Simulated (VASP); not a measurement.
# CdTe (F-43m) in VASP: a series of runs, part 2 of 2

VASP 6.6.1. Earlier steps stand in the parts before.

## (3) Single point, LDA

INCAR reads:

```
  PREC = Accurate
  ENCUT = 520
  EDIFF = 1E-6
  ISMEAR = 0
  SIGMA = 0.1
  LREAL = F
  LASPH = T
  NELM = 100
  ALGO = Normal
  ISIF = 2
  LWAVE = F
  LCHARG = F
  GGA = CA
  NBANDS = 16
```

KPOINTS reads:

```
Automatic mesh
0
Gamma
  6 6 6
```

POSCAR reads:

```
CdTe
1.0
    0.0000000000      3.2050000000      3.2050000000
    3.2050000000      0.0000000000      3.2050000000
    3.2050000000      3.2050000000      0.0000000000
Cd Te
1 1
Direct
    0.0000000000      0.0000000000      0.0000000000
    0.7500000000      0.7500000000      0.7500000000
```

Potentials or basis: VASP PAW LDA potentials, release 64 (Cd, Te).

Run with:

```sh
cat potpaw_LDA.64/Cd/POTCAR potpaw_LDA.64/Te/POTCAR > POTCAR
mpirun -np 1 vasp_std > vasp.out
```

OUTCAR:

```text
PREC = Accurate
   ENCUT = 520
   EDIFF = 1E-6
   ISMEAR = 0
   LREAL = F
   LASPH = T
   NELM = 100
   ISIF = 2
   GGA = CA

 ion  position               nearest neighbor table
   1  0.000  0.000  0.000-   2 2.78   2 2.78   2 2.78   2 2.78
   2  0.750  0.750  0.750-   1 2.78   1 2.78   1 2.78   1 2.78

  LATTYP: Found a face centered cubic cell.
 ALAT       =     6.4100000000

  Lattice vectors:

 A1 = (   0.0000000000,   3.2050000000,   3.2050000000)
 A2 = (   3.2050000000,   0.0000000000,   3.2050000000)
 A3 = (   3.2050000000,   3.2050000000,   0.0000000000)

Analysis of symmetry for initial positions (statically):
=====================================================================
 Subroutine PRICEL returns:
 Original cell was already a primitive cell.

 Routine SETGRP: Setting up the symmetry group for a
 face centered cubic supercell.

 Subroutine GETGRP returns: Found 24 space group operations
 (whereof 24 operations were pure point group operations)
 out of a pool of 48 trial point group operations.

The static configuration has the point symmetry T_d .

Analysis of symmetry for dynamics (positions and initial velocities):
=====================================================================
 Subroutine PRICEL returns:
 Original cell was already a primitive cell.

 Routine SETGRP: Setting up the symmetry group for a
 face centered cubic supercell.

 Subroutine GETGRP returns: Found 24 space group operations
 (whereof 24 operations were pure point group operations)
 out of a pool of 48 trial point group operations.

The dynamic configuration has the point symmetry T_d .

 Subroutine INISYM returns: Found 24 space group operations
 (whereof 24 operations are pure point group operations),
 and found     1 'primitive' translations

----------------------------------------------------------------------------------------

                                     Primitive cell

  volume of cell :      65.8437

  direct lattice vectors                    reciprocal lattice vectors
     0.000000000  3.205000000  3.205000000    -0.156006240  0.156006240  0.156006240
     3.205000000  0.000000000  3.205000000     0.156006240 -0.156006240  0.156006240
     3.205000000  3.205000000  0.000000000     0.156006240  0.156006240 -0.156006240

  length of vectors
     4.532554467  4.532554467  4.532554467     0.270210734  0.270210734  0.270210734

  position of ions in fractional coordinates (direct lattice)
     0.000000000  0.000000000  0.000000000
     0.750000000  0.750000000  0.750000000

  ion indices of the primitive-cell ions
   primitive index   ion index
                 1           1
                 2           2

----------------------------------------------------------------------------------------

 KPOINTS: Automatic mesh

Automatic generation of k-mesh.
 Grid dimensions read from file:
 generate k-points for:    6    6    6

 Generating k-lattice:

  Cartesian coordinates                     Fractional coordinates (reciprocal lattice)
    -0.026001040  0.026001040  0.026001040     0.166666667  0.000000000  0.000000000
     0.026001040 -0.026001040  0.026001040     0.000000000  0.166666667  0.000000000
     0.026001040  0.026001040 -0.026001040     0.000000000  0.000000000  0.166666667

  Length of vectors
     0.045035122  0.045035122  0.045035122

  Shift w.r.t. Gamma in fractional coordinates (k-lattice)
     0.000000000  0.000000000  0.000000000

 Subroutine IBZKPT returns following result:
 ===========================================

 Found     16 irreducible k-points:

 Following reciprocal coordinates:
            Coordinates               Weight
  0.000000  0.000000  0.000000      1.000000
  0.166667  0.000000  0.000000      8.000000
  0.333333  0.000000  0.000000      8.000000
  0.500000  0.000000  0.000000      4.000000
  0.166667  0.166667  0.000000      6.000000
  0.333333  0.166667  0.000000     24.000000
[... 8 lines left out ...]
 -0.333333  0.333333  0.166667     24.000000
 -0.333333  0.500000  0.166667     12.000000
   k-points           NKPTS =     16   k-points in BZ     NKDIM =     16   number of bands    NBANDS=     16
   number of dos      NEDOS =    301   number of ions     NIONS =      2
   total plane-waves  NPLWV =  46656
   dimension x,y,z NGX =    36 NGY =   36 NGZ =   36
   dimension x,y,z NGXF=    72 NGYF=   72 NGZF=   72
   ions per type =               1   1
   NGX,Y,Z   is equivalent  to a cutoff of  13.20, 13.20, 13.20 a.u.
   NGXF,Y,Z  is equivalent  to a cutoff of  26.41, 26.41, 26.41 a.u.
 SYSTEM =  unknown system
   PREC   = accura    normal or accurate (medium, high low for compatibility)
   ISTART =      0    job   : 0-new  1-cont  2-samecut
   ICHARG =      2    charge: 1-file 2-atom 10-const
   ISPIN  =      1    spin polarized calculation?
   LNONCOLLINEAR =      F non collinear calculations
   LSORBIT =      F    spin-orbit coupling
   LASPH  =      T    aspherical Exc in radial PAW
   ENCUT  =  520.0 eV  38.22 Ry    6.18 a.u.   8.43  8.43  8.43*2*pi/ulx,y,z
   NELM   =    100;   NELMIN=  2; NELMDL= -5     # of ELM steps
   EDIFF  = 0.1E-05   stopping-criterion for ELM
   LREAL  =      F    real-space projection
   EDIFFG = 0.1E-04   stopping-criterion for IOM
   NSW    =      0    number of steps for IOM
   IBRION =     -1    ionic relax: 0-MD 1-quasi-New 2-CG
   NFREE  =      0    steps in history (QN), initial steepest desc. (CG)
   ISIF   =      2    stress and relaxation
   ISYM   =      2    0-nonsym 1-usesym 2-fastsym
   POTIM  = 0.5000    time-step for ionic-motion
   TEBEG  =    0.0;   TEEND  =   0.0 temperature during run
   PSTRESS=    0.0 pullay stress
   NELECT =      18.0000    total number of electrons
   NUPDOWN=      -1.0000    fix difference up-down
   EMIN   =  10.00;   EMAX   =-10.00  energy-range for DOS
   EFERMI =   0.00;   METHOD = LEGACY
   ISMEAR =     0;   SIGMA  =   0.10  broadening in eV -4-tet -1-fermi 0-gaus
   EFERMI_NEDOS =   21; number of points for ismear=-14 and -15
   IALGO  =     38    algorithm
   IMIX   =      4    mixing-type and parameters
     AMIX     =   0.40;   BMIX     =  1.00
     AMIX_MAG =   1.60;   BMIX_MAG =  1.00
  volume/ion in A,a.u.               =      32.92       222.17
  Fermi-wavevector in a.u.,A,eV,Ry     =   1.062497  2.007828 15.359610  1.128899
  Thomas-Fermi vector in A             =   2.197950
   LORBIT       =      0    0 simple, 1 ext, 2 COOP (PROOUT), +10 PAW based schemes
   GGA     = CA    functional components
   LHFCALC =     F    Hartree Fock is set to
   AEXX    =    0.0000 exact exchange contribution
   IVDW    =     0    specifies the selected vdW correction
   LEPSILON=     F    determine dielectric tensor
   LRPA    =     F    only Hartree local field effects (RPA)
 non-spin polarized calculation
 Gauss-broadening in eV      SIGMA  =   0.10
  energy-cutoff  :      520.00
  volume of cell :       65.84
 maximum number of plane-waves:      1807
 NGX is ok and might be reduce to    36
   NGX = 17   NGY = 17   NGZ = 17

 number of electron      17.9999995 magnetization

 Free energy of the ion-electron system (eV)
  ---------------------------------------------------
  ext. energy  EPLUGINS =         0.00000000
  ---------------------------------------------------
  free energy    TOTEN  =        -6.04427543 eV

  energy without entropy =       -6.04427540  energy(sigma->0) =       -6.04427542

 E-fermi :   2.8034     XC(G=0):  -9.0888

 val. band max:        2.4698420693   @ k =   0.0000   0.0000   0.0000
 cond. band min:       3.1207001548   @ k =   0.0000   0.0000   0.0000
 fundamental gap:      0.6508580855
 Fermi energy:         2.8033694130

 k-point     1 :       0.0000    0.0000    0.0000
  band No.  band energies     occupation
      1      -8.9651      2.00000
      2      -5.9465      2.00000
      3      -5.9465      2.00000
      4      -5.9465      2.00000
      5      -5.6574      2.00000
      6      -5.6574      2.00000
[... 8 lines left out ...]
     15      11.8612      0.00000
     16      11.8612      0.00000
[... 267 lines left out ...]
 k-point    16 :      -0.3333    0.5000    0.1667
  band No.  band energies     occupation
      1      -8.3970      2.00000
      2      -5.8035      2.00000
      3      -5.7993      2.00000
      4      -5.7122      2.00000
      5      -5.6443      2.00000
      6      -5.0645      2.00000
[... 8 lines left out ...]
     15      13.5701      0.00000
     16      13.8134      0.00000

------------------------ aborting loop because EDIFF is reached ----------------------------------------

  FORCE on cell =-STRESS in cart. coord.  units (eV):
  Direction    XX          YY          ZZ          XY          YZ          ZX
  --------------------------------------------------------------------------------------
  -------------------------------------------------------------------------------------
  Total        0.1068956      0.1068956      0.1068956      0.0000000      0.0000000      0.0000000
  in kB        2.6010965      2.6010965      2.6010965      0.0000000      0.0000000      0.0000000
  external PRESSURE =       2.6010965 kB  Pullay stress =       0.0000000 kB

 VOLUME and BASIS-vectors are now :
 -----------------------------------------------------------------------------
  energy-cutoff  :      520.00
  volume of cell :       65.84
      direct lattice vectors                 reciprocal lattice vectors
     0.000000000  3.205000000  3.205000000    -0.156006240  0.156006240  0.156006240
     3.205000000  0.000000000  3.205000000     0.156006240 -0.156006240  0.156006240
     3.205000000  3.205000000  0.000000000     0.156006240  0.156006240 -0.156006240

 POSITION                                       TOTAL-FORCE (eV/Angst)
 -----------------------------------------------------------------------------------
      0.00000      0.00000      0.00000         0.000000      0.000000      0.000000
      4.80750      4.80750      4.80750        -0.000000     -0.000000     -0.000000
 -----------------------------------------------------------------------------------
    total drift:                               -0.000000     -0.000000     -0.000000

  FREE ENERGIE OF THE ION-ELECTRON SYSTEM (eV)
  ---------------------------------------------------
  free  energy   TOTEN  =        -6.0442754265 eV

  energy  without entropy=       -6.0442754039  energy(sigma->0) =       -6.04427542
```

stdout:

```text
POSCAR found type information on POSCAR CdTe
 POSCAR found :  2 types and       2 ions
 scaLAPACK will be used
 LDA part: xc-table for (Slater(with rela. corr.)+CA(PZ))
 , standard interpolation
 POSCAR, INCAR and KPOINTS ok, starting setup
 FFT: planning ... GRIDC
 FFT: planning ... GRID_SOFT
 FFT: planning ... GRID
 WAVECAR not read
 entering main loop
```

Wall time 12 s (1 thread of AMD EPYC 9R45 (Zen 5), shared host); peak memory 0.14 GiB.

Results:

* Free energy: -6.0443 eV
* Pressure: 0.3 GPa
* Band gap on the k mesh: 0.65 eV, direct

Caveat: spin-orbit coupling is left out, which moves the levels of the heavy elements.

## (4) How close it comes

Step 3. Measured gap of CdTe: 1.607 eV (0 K; a printed reference work, data compilation). This calculation gives 0.65 eV (-0.96 eV). Spin-orbit coupling on Cd, Te is left out. The value is that of LDA, without temperature or zero-point motion. Semilocal functionals fall short of measured gaps as a rule.
